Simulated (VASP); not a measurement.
# How uniaxial stress along [111] changes CdS (F-43m)

Wanted: the response of CdS to uniaxial stress along [111], as a table, with a fit that predicts a row left out.

Main program and level: VASP 6.6.1; LDA; plane waves and PAW (Cd, S); cell typed or built by script, in the first sound run; inputs show where later runs differ.

## 1. Starting point

It takes space group F-43m (No. 216, cubic). The conventional cell has a = 5.820 Å, b = 5.820 Å, c = 5.820 Å, α = 90.00°, β = 90.00°, γ = 90.00°. Nearest to Cd lie 4 S at 2.52 Å. Nearest to S lie 4 Cd at 2.52 Å. Farther neighbours and most contacts between anions are not listed.

As a file:

```cif
data_structure
_symmetry_space_group_name_H-M 'F-43m'
_symmetry_Int_Tables_number 216
_cell_length_a 5.8200
_cell_length_b 5.8200
_cell_length_c 5.8200
_cell_angle_alpha 90.000
_cell_angle_beta 90.000
_cell_angle_gamma 90.000
_cell_volume 197.14
loop_
_atom_site_label
_atom_site_type_symbol
_atom_site_symmetry_multiplicity
_atom_site_Wyckoff_symbol
_atom_site_fract_x
_atom_site_fract_y
_atom_site_fract_z
_atom_site_occupancy
Cd1 Cd 4 a 0.00000 0.00000 0.00000 1
S1 S 4 d 0.25000 0.25000 0.75000 1
```

## 2. Relax the crystal, LDA

The series starts from the cell that this level prefers, so that zero strain is near zero stress.

This step took 2 runs in a row; the last is shown.

Level: LDA; plane waves and PAW (Cd, S); cell typed or built by script.

INCAR

```
SYSTEM = CdS
PREC = Accurate
ENCUT = 450
EDIFF = 1E-07
NELM = 120
ISMEAR = 0
SIGMA = 0.02
LREAL = .FALSE.
ALGO = Normal
GGA = CA
NBANDS = 15
LASPH = .TRUE.
LORBIT = 11
LWAVE = .FALSE.
LCHARG = .FALSE.
KPAR = 12
IBRION = 2
NSW = 40
ISIF = 3
EDIFFG = -0.005
POTIM = 0.4
```

POSCAR

```
CdS
1.0
    0.0000000000      2.8843989595      2.8843989595
    2.8843989595      0.0000000000      2.8843989595
    2.8843989595      2.8843989595      0.0000000000
Cd S
1 1
Direct
    0.0000000000      0.0000000000      0.0000000000
    0.2500000000      0.2500000000      0.2500000000
```

KPOINTS

```
Automatic mesh
0
Gamma
9 9 9
0 0 0
```

PAW data sets: Cd and S (LDA family, release 64).

On the command line:

```sh
> mpirun -np 12 vasp_std
```

The program printed:

```text
[banner, memory and clock lines left out]
running   12 mpi-ranks, on    1 nodes
[...]
|                                                                             |
|           W    W    AA    RRRRR   N    N  II  N    N   GGGG   !!!           |
|           W    W   A  A   R    R  NN   N  II  NN   N  G    G  !!!           |
|           W    W  A    A  R    R  N N  N  II  N N  N  G       !!!           |
|           W WW W  AAAAAA  RRRRR   N  N N  II  N  N N  G  GGG   !            |
|           WW  WW  A    A  R   R   N   NN  II  N   NN  G    G                |
|           W    W  A    A  R    R  N    N  II  N    N   GGGG   !!!           |
|                                                                             |
|     For optimal performance we recommend to set                             |
|       NCORE = 2 up to number-of-cores-per-socket                            |
|     NCORE specifies how many cores store one orbital (NPAR=cpu/NCORE).      |
|     This setting can greatly improve the performance of VASP for DFT.       |
[...]
DAV:   4    -0.792118473961E+01   -0.23619E-01   -0.23617E-01  1323   0.402E+00
[...]
DAV:  12    -0.740676476971E+01    0.46261E-05   -0.18499E-05  1581   0.599E-02    0.643E-03
DAV:  13    -0.740676485038E+01   -0.80672E-07   -0.12593E-06  1197   0.930E-03    0.172E-03
DAV:  14    -0.740676485268E+01   -0.23001E-08   -0.26683E-08   728   0.146E-03
   1 F= -.74067649E+01 E0= -.74067649E+01  d E =-.740676E+01
[...]
N       E                     dE             d eps       ncg     rms          rms(c)
DAV:   1    -0.740683315263E+01   -0.68302E-04   -0.12254E-03  1120   0.453E-01    0.612E-02
DAV:   2    -0.740677354751E+01    0.59605E-04   -0.13797E-04  1246   0.186E-01    0.227E-02
DAV:   3    -0.740676808817E+01    0.54593E-05   -0.13229E-05  1323   0.417E-02    0.188E-02
DAV:   4    -0.740676744247E+01    0.64570E-06   -0.89516E-07  1127   0.937E-03    0.372E-03
DAV:   5    -0.740676738962E+01    0.52852E-07   -0.10868E-07   631   0.588E-03
   2 F= -.74067674E+01 E0= -.74067674E+01  d E =-.253694E-05
 trial-energy change:   -0.000003  1 .order   -0.000002   -0.000007    0.000002
 step:   0.7588(harm=  0.7588)  dis= 0.00000  next Energy=    -7.406767 (dE=-0.247E-05)
 reached required accuracy - stopping structural energy minimisation
```

The job ended after 7.8 s (12 MPI ranks of Intel Xeon Platinum 8488C (Sapphire Rapids), shared host; peak memory 1.9 GiB).

Lines that name or quote the potential files are left out of all logs, and their timing lines are given in words.

Parts of OUTCAR (step 2):

```text
  Total        0.0033728      0.0033728      0.0033728      0.0000000     -0.0000000      0.0000000
  in kB        0.1126618      0.1126618      0.1126618      0.0000000     -0.0000000      0.0000000
  external PRESSURE =       0.1126618 kB  Pullay stress =       0.0000000 kB

 POSITION                                       TOTAL-FORCE (eV/Angst)
 -----------------------------------------------------------------------------------
      0.00000      0.00000      0.00000        -0.000000     -0.000000     -0.000000
      1.44190      1.44190      1.44190         0.000000      0.000000      0.000000
 -----------------------------------------------------------------------------------
    total drift:                                0.000000      0.000000      0.000000

  FREE ENERGIE OF THE ION-ELECTRON SYSTEM (eV)
  ---------------------------------------------------
  free  energy   TOTEN  =        -7.4067673896 eV

  energy  without entropy=       -7.4067673896  energy(sigma->0) =       -7.40676739

 reached required accuracy - stopping structural energy minimisation

[... 3 further parts left out ...]
[key lines of the parts left out:]
E-fermi :   1.5849
```

Read from the output:

* energy(sigma→0) of the program: -7.4068 eV
* stress, compression positive: 0.01 along [111], 0.01 across it (mean), GPa
* volume: 47.966 Å³
* ionic steps: 2

## 3. Strain across the axis, LDA

One member in full: the axis is strained by -2 %, and the two directions across it are strained alike until their mean stress is under 0.012 GPa or five steps are spent.

This step took 3 runs, each at a new trial strain with the atoms of the one before; the last is shown.

Level: LDA; plane waves and PAW (Cd, S); cell typed or built by script.

INCAR, as its differences from that of step 2:

```diff
@@ -15,7 +15,7 @@
 LCHARG = .FALSE.
-KPAR = 12
-IBRION = 2
-NSW = 40
-ISIF = 3
-EDIFFG = -0.005
-POTIM = 0.4
+KPAR = 3
+IBRION = 1
+NSW = 25
+ISIF = 2
+EDIFFG = -0.004
+POTIM = 0.3
```

POSCAR

```
CdS
1.0
   -0.0510597990      2.8516621030      2.8516621030
    2.8516621030     -0.0510597990      2.8516621030
    2.8516621030      2.8516621030     -0.0510597990
Cd S
1 1
Direct
    0.9976008164      0.9976008164      0.9976008164
    0.2523991836      0.2523991836      0.2523991836
```

KPOINTS is that of step 2.

On the command line:

```sh
> mpirun -np 3 vasp_std
```

The program printed:

```text
[banner, memory and clock lines left out]
running    3 mpi-ranks, on    1 nodes
[...]
LDA part: xc-table for (Slater(with rela. corr.)+CA(PZ))
 , standard interpolation
 POSCAR, INCAR and KPOINTS ok, starting setup
[...]
entering main loop
       N       E                     dE             d eps       ncg     rms          rms(c)
DAV:   1     0.102799784252E+03    0.10280E+03   -0.84730E+03  2598   0.986E+02
DAV:   2    -0.391276292103E+01   -0.10671E+03   -0.10159E+03  3061   0.260E+02
DAV:   3    -0.789292837528E+01   -0.39802E+01   -0.39720E+01  3152   0.528E+01
DAV:   4    -0.791783738795E+01   -0.24909E-01   -0.24906E-01  3208   0.410E+00
[...]
DAV:  12    -0.740202643948E+01    0.42432E-05   -0.17996E-05  3878   0.594E-02    0.655E-03
DAV:  13    -0.740202649585E+01   -0.56371E-07   -0.12234E-06  2942   0.954E-03    0.174E-03
DAV:  14    -0.740202649966E+01   -0.38044E-08   -0.32388E-08  1835   0.156E-03
   1 F= -.74020265E+01 E0= -.74020265E+01  d E =-.740203E+01
 BRION: g(F)=  0.472E-04 g(S)=  0.000E+00
[...]
DAV:   1    -0.740205977625E+01   -0.33280E-04   -0.75392E-03  2550   0.593E-01    0.199E-02
DAV:   2    -0.740206654613E+01   -0.67699E-05   -0.76130E-05  3215   0.648E-02    0.741E-03
DAV:   3    -0.740206641949E+01    0.12663E-06   -0.56443E-07  3054   0.637E-03    0.471E-03
DAV:   4    -0.740206636706E+01    0.52433E-07   -0.27098E-07  2931   0.329E-03
   2 F= -.74020664E+01 E0= -.74020664E+01  d E =-.398674E-04
 BRION: g(F)=  0.220E-04 g(S)=  0.000E+00 retain N=  1 mean eig= 3.15
 eig:   3.148
[...]
N       E                     dE             d eps       ncg     rms          rms(c)
DAV:   1    -0.740207048118E+01   -0.40617E-05   -0.34794E-02  2550   0.127E+00    0.435E-02
DAV:   2    -0.740210175877E+01   -0.31278E-04   -0.35238E-04  3215   0.139E-01    0.160E-02
DAV:   3    -0.740210118200E+01    0.57678E-06   -0.26258E-06  3054   0.138E-02    0.101E-02
DAV:   4    -0.740210094685E+01    0.23515E-06   -0.12218E-06  3068   0.699E-03    0.152E-03
DAV:   5    -0.740210094423E+01    0.26132E-08   -0.19958E-07  2585   0.300E-03
   3 F= -.74021009E+01 E0= -.74021009E+01  d E =-.345772E-04
 BRION: g(F)=  0.492E-08 g(S)=  0.000E+00 retain N=  1 mean eig= 3.10
 eig:   3.102
 reached required accuracy - stopping structural energy minimisation
```

Wall time 22 s (3 MPI ranks); peak memory 0.48 GiB.

OUTCAR, selected parts (step 3):

```text
  Total        0.1375011      0.1375011      0.1375011      0.1399730      0.1399730      0.1399730
  in kB        4.6257651      4.6257651      4.6257651      4.7089212      4.7089212      4.7089212
  external PRESSURE =       4.6257651 kB  Pullay stress =       0.0000000 kB

 POSITION                                       TOTAL-FORCE (eV/Angst)
 -----------------------------------------------------------------------------------
      5.64021      5.64021      5.64021        -0.000168     -0.000168     -0.000168
      1.42513      1.42513      1.42513         0.000168      0.000168      0.000168
 -----------------------------------------------------------------------------------
    total drift:                               -0.000170     -0.000170     -0.000171

  FREE ENERGIE OF THE ION-ELECTRON SYSTEM (eV)
  ---------------------------------------------------
  free  energy   TOTEN  =        -7.4021009442 eV

  energy  without entropy=       -7.4021009442  energy(sigma->0) =       -7.40210094

[... 1 part as in an earlier step ...]

[... 3 further parts left out ...]
[key lines of the parts left out:]
E-fermi :   1.6540
```

Numbers from this step:

```
energy(sigma→0) of the program : -7.4021 eV
stress, compression positive   : 1.40 along [111], -0.01 across it (mean), GPa
ionic steps                    : 3
```

## 4. Band edges, TB-mBJ with spin-orbit coupling

Short lines in KPOINTS_OPT sample the zone centre along and across the axis, for masses, and the other valleys.

Level: TB-mBJ, spin-orbit coupling; plane waves and PAW (Cd, S); cell typed or built by script.

TB-mBJ has no energy functional, so the total energy, stress and pressure in this output mean nothing.

INCAR

```
SYSTEM = CdS
PREC = Accurate
ENCUT = 450
EDIFF = 1E-06
NELM = 150
ISMEAR = 0
SIGMA = 0.02
LREAL = .FALSE.
ALGO = Normal
METAGGA = MBJ
LASPH = .TRUE.
LNONCOLLINEAR = .TRUE.
MAGMOM = 0 0 0 0 0 0
NBANDS = 28
GGA_COMPAT = .FALSE.
LSORBIT = .TRUE.
LWAVE = .FALSE.
LCHARG = .FALSE.
KPAR = 3
```

POSCAR

```
CdS
1.0
   -0.0510597990      2.8516621030      2.8516621030
    2.8516621030     -0.0510597990      2.8516621030
    2.8516621030      2.8516621030     -0.0510597990
Cd S
1 1
Direct
    0.9978664606      0.9978664606      0.9978664606
    0.2521335394      0.2521335394      0.2521335394
```

KPOINTS

```
Automatic mesh
0
Gamma
7 7 7
0 0 0
```

KPOINTS_OPT

```
Line mode
6
Line-mode
Reciprocal
  0.00000000   0.00000000   0.00000000
  0.02596881   0.02596881   0.02596881

  0.00000000   0.00000000   0.00000000
 -0.01633355   0.01633355   0.00000000

  0.31000000   0.31000000   0.00000000
  0.50000000   0.50000000   0.00000000

  0.00000000   0.31000000   0.31000000
  0.00000000   0.50000000   0.50000000

  0.45000000   0.45000000   0.45000000
  0.50000000   0.50000000   0.50000000

  0.45000000   0.00000000   0.00000000
  0.50000000   0.00000000   0.00000000

  0.42500000   0.42500000   0.00000000
  0.42459368   0.44769281   0.02269281

  0.50000000   0.50000000   0.50000000
  0.48366645   0.51633355   0.50000000
```

On the command line:

```sh
> mpirun -np 3 vasp_ncl
```

The program printed:

```text
[banner, memory and clock lines left out]
running    3 mpi-ranks, on    1 nodes
[...]
|                                                                             |
|               ----> ADVICE to this user running VASP <----                  |
|                                                                             |
|     You enforced a specific xc type in the INCAR file but a different       |
|     [... a line on the potential file left out ...]
|     I HOPE YOU KNOW WHAT YOU ARE DOING!                                     |
|                                                                             |

 LDA part: xc-table for (None), standard interpolation
 POSCAR, INCAR and KPOINTS ok, starting setup
[...]
entering main loop
       N       E                     dE             d eps       ncg     rms          rms(c)
DAV:   1     0.501019903614E+02    0.50102E+02   -0.82005E+03  4752   0.106E+03
DAV:   2    -0.702507674352E+02   -0.12035E+03   -0.11557E+03  5128   0.297E+02
DAV:   3    -0.762586982864E+02   -0.60079E+01   -0.59668E+01  5528   0.679E+01
DAV:   4    -0.763067590536E+02   -0.48061E-01   -0.48032E-01  5164   0.588E+00
[...]
DAV:  38    -0.740458592779E+02   -0.11071E-03   -0.37837E-09  2508   0.478E-04    0.294E-04
DAV:  39    -0.740459268612E+02   -0.67583E-04   -0.23786E-09  2504   0.382E-04    0.303E-04
DAV:  40    -0.740459270965E+02   -0.23529E-06   -0.66836E-10  2508   0.275E-04
   1 F= -.74045927E+02 E0= -.74045927E+02  d E =-.171671E-29  mag=     0.0000    -0.0000    -0.0000
 Start KPOINTS_OPT (optional k-point list driver)
k-point batch [1-48\48]
       N       E                     dE             ncg
DAV:   1     0.280475448087E+04   -0.15077E+05     2744
DAV:   2    -0.294379572311E+04   -0.57486E+04     2984
DAV:   3    -0.321311649523E+04   -0.26932E+03     3156
DAV:   4    -0.321501807045E+04   -0.19016E+01     3196
DAV:   5    -0.321503830365E+04   -0.20233E-01     3212
DAV:   6    -0.321503871965E+04   -0.41600E-03     3296
DAV:   7    -0.321503873211E+04   -0.12458E-04     3224
DAV:   8    -0.321503873260E+04   -0.48544E-06     2304
```

It took 3.9 min on 3 MPI ranks; peak memory 1.2 GiB.

From OUTCAR (step 4):

```text
  LATTYP: Found a trigonal (rhomboedric) cell.
 ALAT       =     4.0331824410
 COS(alpha) =     0.4820174562

 Subroutine GETGRP returns: Found  6 space group operations
 (whereof  6 operations were pure point group operations)

The static configuration has the point symmetry C_3v.

 Found     84 irreducible k-points:

   k-points           NKPTS =     84   k-points in BZ     NKDIM =     84   number of bands    NBANDS=     28

   dimension x,y,z NGX =    28 NGY =   28 NGZ =   28
   dimension x,y,z NGXF=    56 NGYF=   56 NGZF=   56

   ENCUT  =  450.0 eV  33.07 Ry    5.75 a.u.   6.98  6.98  6.98*2*pi/ulx,y,z

   NELECT =      18.0000    total number of electrons

 E-fermi :   2.1768

 k-point     1 :       0.0000    0.0000    0.0000
  band No.  band energies     occupation
    ...
     14       1.9242      1.00000
     15       1.9390      1.00000
     16       1.9390      1.00000
     17       2.0242      1.00000
     18       2.0242      1.00000
     19       4.6572      0.00000
     20       4.6572      0.00000
     21       9.2989      0.00000
     22       9.2989      0.00000
     23       9.6224      0.00000
    ...

 k-point     2 :       0.1429   -0.0000   -0.0000
  band No.  band energies     occupation
    ...
     14       0.9599      1.00000
     15       1.7767      1.00000
     16       1.7875      1.00000
     17       1.8669      1.00000
     18       1.8845      1.00000
     19       5.4411      0.00000
     20       5.4443      0.00000
     21       9.2354      0.00000
     22       9.2525      0.00000
     23       9.7488      0.00000
    ...

  Total      -37.1630389    -37.1630389    -37.1630389      0.1527647      0.1527647      0.1527647
  in kB    -1250.2258477  -1250.2258477  -1250.2258477      5.1392562      5.1392562      5.1392562
  external PRESSURE =   -1250.2258477 kB  Pullay stress =       0.0000000 kB

 POSITION                                       TOTAL-FORCE (eV/Angst)
 -----------------------------------------------------------------------------------
      5.64021      5.64021      5.64021         0.062237      0.062237      0.062237
      1.42513      1.42513      1.42513        -0.062237     -0.062237     -0.062237
 -----------------------------------------------------------------------------------
    total drift:                                0.128734      0.128734      0.128734

  FREE ENERGIE OF THE ION-ELECTRON SYSTEM (eV)
  ---------------------------------------------------
  free  energy   TOTEN  =       -74.0459270965 eV

  energy  without entropy=      -74.0459270965  energy(sigma->0) =      -74.04592710

 Spin-Orbit-Coupling matrix elements
 Ion:    1  E_soc:     -0.0533375
 Ion:    2  E_soc:     -0.0023347

[... 1 part as in an earlier step ...]

[... 7 further parts left out ...]
```

## 5. Band edges, r2SCAN with spin-orbit coupling

Short lines in KPOINTS_OPT sample the zone centre along and across the axis, for masses, and the other valleys.

Level: r2SCAN, spin-orbit coupling; plane waves and PAW (Cd, S); cell typed or built by script.

INCAR, as its differences from that of step 4:

```diff
@@ -4,3 +4,3 @@
 EDIFF = 1E-06
-NELM = 150
+NELM = 100
 ISMEAR = 0
@@ -9,3 +9,3 @@
 ALGO = Normal
-METAGGA = MBJ
+METAGGA = R2SCAN
 LASPH = .TRUE.
```

POSCAR is that of step 4.

KPOINTS is that of step 4.

KPOINTS_OPT is that of step 4.

On the command line:

```sh
> mpirun -np 3 vasp_ncl
```

The program printed:

```text
[banner, memory and clock lines left out]
running    3 mpi-ranks, on    1 nodes
[...]
[... a notice as in an earlier step ...]

 LDA part: xc-table for (None), standard interpolation
 POSCAR, INCAR and KPOINTS ok, starting setup
[...]
entering main loop
       N       E                     dE             d eps       ncg     rms          rms(c)
DAV:   1    -0.278584565718E+03   -0.27858E+03   -0.83734E+03  4752   0.109E+03
DAV:   2    -0.401260292338E+03   -0.12268E+03   -0.11767E+03  5128   0.301E+02
DAV:   3    -0.407632299711E+03   -0.63720E+01   -0.63295E+01  5552   0.711E+01
DAV:   4    -0.407689592639E+03   -0.57293E-01   -0.57258E-01  5216   0.649E+00
[...]
DAV:  12    -0.402598587732E+03    0.24894E-04   -0.21047E-04  5076   0.213E-01    0.384E-02
DAV:  13    -0.402598590220E+03   -0.24881E-05   -0.17972E-05  5028   0.478E-02    0.120E-02
DAV:  14    -0.402598589247E+03    0.97256E-06   -0.17439E-06  5012   0.157E-02
   1 F= -.40259859E+03 E0= -.40259859E+03  d E =-.390858E-32  mag=    -0.0000     0.0000    -0.0000
 Start KPOINTS_OPT (optional k-point list driver)
k-point batch [1-48\48]
       N       E                     dE             ncg
DAV:   1     0.218781527047E+04   -0.15694E+05     2728
DAV:   2    -0.367133191773E+04   -0.58591E+04     2996
DAV:   3    -0.396154506966E+04   -0.29021E+03     3172
DAV:   4    -0.396402377248E+04   -0.24787E+01     3108
DAV:   5    -0.396406078778E+04   -0.37015E-01     3160
DAV:   6    -0.396406166843E+04   -0.88065E-03     3180
DAV:   7    -0.396406169513E+04   -0.26698E-04     3256
DAV:   8    -0.396406169601E+04   -0.87903E-06     2292
```

Run time: 5 min. Hardware: 3 MPI ranks; peak memory 1.2 GiB; 15 min of CPU time.

(Continued in part 2 of 2.)

[Lines on the potential files, build, host, timing and source positions are cut from VASP's logs without a mark.]

[Logs are printed without paths, hosts, clocks, repeated set-up lines and the standing remarks that a program may print on its own settings, such as how far it seeks lower states.]

[Hosts, paths, dates, database ids (printed as entryN), source tags and the programs' standing remarks are cut or masked in the printed files.]

[In band tables of VASP the shares of atoms and orbitals are scaled to a sum of 1 inside the atoms' spheres.]
